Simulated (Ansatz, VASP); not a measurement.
## Two plane-wave programs on Ca4F

```
Ca F
1.0
     4.79510    0.00000    0.00000
     0.00000    4.79510    0.00000
     0.00000    0.00000    4.79510
Ca F
4 1
Cartesian
  0.0000 0.0000 0.0000
  2.3975 2.3975 0.0000
  2.3975 0.0000 2.3975
  0.0000 2.3975 2.3975
  2.3975 2.3975 2.3975
```

Change from the starting cell: species swapped into the Mn4N type (Pm-3m, No. 221).

Alike in both runs: task relaxation of cell and atoms; functional PBE; k mesh 4 × 4 × 4; occupations gaussian, width 0.1 eV; no spin polarisation.

```csv
,VASP,Ansatz
version,VASP 6.6.1,Ansatz 0.2.0
potentials or method,"VASP PAW PBE potentials, release 64 (Ca_sv, F)","scalar-relativistic, plane waves, PAW"
plane-wave cutoff (eV),600,420
valence electrons in the cell,47,47
```

|  | VASP | Ansatz | Ansatz less VASP |
| --- | --- | --- | --- |
| gap on the k mesh at the Fermi level, each at its own relaxed structure (eV) | none | none | - |
| relaxed volume (Å³/atom) | 31.80 | 31.90 | +0.102 |
| relaxed cell length with the largest relative difference (Å) | 5.417 | 5.423 | +0.0058 |
| energy change over the relaxation (meV/atom) | -372 | -371 | +1.2 |

A gap of «none» marks a metal or a gap that the smearing closes.

Caveats: the volume moved by over 15 % at a fixed basis, so the end points are rough; an odd number of electrons without spin polarisation forces a metal; a magnetic or distorted state may lie lower.
